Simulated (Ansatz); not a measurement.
# ZnS: the cost of one run

Program: Ansatz 0.2.0. Level of theory: DFT PBE, scalar-relativistic, plane waves, PAW. These are calculated values, not measurements.

16 further runs of the same task are left out: 16 set aside as unsound or not needed.

### 1 The structure to begin with

The structure is hexagonal, space group P6_3mc (No. 186). Conventional cell: a = 3.847 Å, b = 3.847 Å, c = 12.590 Å, α = 90.00°, β = 90.00°, γ = 120.00°. Zn (site symmetry 3m) has 4 S at 2.36 Å as nearest neighbours. S (site symmetry 3m) is surrounded by 4 Zn at 2.36 Å.

As a file:

```
CELL_PARAMETERS angstrom
3.84657 0.00000 0.00000
-1.92329 3.33123 0.00000
0.00000 0.00000 12.58954
ATOMIC_POSITIONS crystal
Zn 0.00000 0.00000 0.00005
Zn 0.00000 0.00000 0.50005
Zn 0.33333 0.66667 0.25002
Zn 0.66667 0.33333 0.75002
S 0.00000 0.00000 0.18729
S 0.00000 0.00000 0.68729
S 0.33333 0.66667 0.43764
S 0.66667 0.33333 0.93764
```

This cell was relaxed beforehand with the same method: volume 20.16 Å³/atom, gap on the mesh 2.05 eV.

### 2 Plan of the line

The energy is mapped over volume and the cell's shape.

The axes are (1) volume per atom: 7 values from 18.55 to 21.78 Å³; (2) c/a of the conventional cell: 7 values from 2.728 to 3.926.

Nothing else is relaxed (fractional coordinates fixed). Energies count from the relaxed crystal. Points are written as (first, second).

### 3 The run at (18.55 Å³, 2.899)

Contents of input.yaml:

```yaml
crystal:
  lattice:
    - [3.8955366251, 0.0, 0.0]
    - [-1.9477683125, 3.3736336787, 0.0]
    - [0.0, 0.0, 11.2931606761]
  atoms:
    - { symbol: Zn, position: [0.0, 0.0, 4.92057e-05] }
    - { symbol: Zn, position: [0.0, 0.0, 0.5000492057] }
    - { symbol: Zn, position: [0.3333333333, 0.6666666667, 0.2500242903] }
    - { symbol: Zn, position: [0.6666666667, 0.3333333333, 0.7500242903] }
    - { symbol: S, position: [0.0, 0.0, 0.1872905901] }
    - { symbol: S, position: [0.0, 0.0, 0.6872905901] }
    - { symbol: S, position: [0.3333333333, 0.6666666667, 0.4376359138] }
    - { symbol: S, position: [0.6666666667, 0.3333333333, 0.9376359138] }
basis:
  ecutwfc: 520.0
kpoints:
  mp_grid: { grid: [9, 9, 4] }
hamiltonian:
  xc: pbe
scf:
  occupations: { method: gaussian, width: 0.05 }
output:
  forces: true
  stress: true
  eigenvalues: true
```

Started as:

```bash
ansatz run input.yaml --threads 2 --pin off --max-ram 4096MiB --backend cpu --events-out ev --progress --plain --runs-dir out
```

What time and memory should one allow on 2 threads of Arm Neoverse V2, shared host?

About 13 s, with a peak of 0.54 GiB.
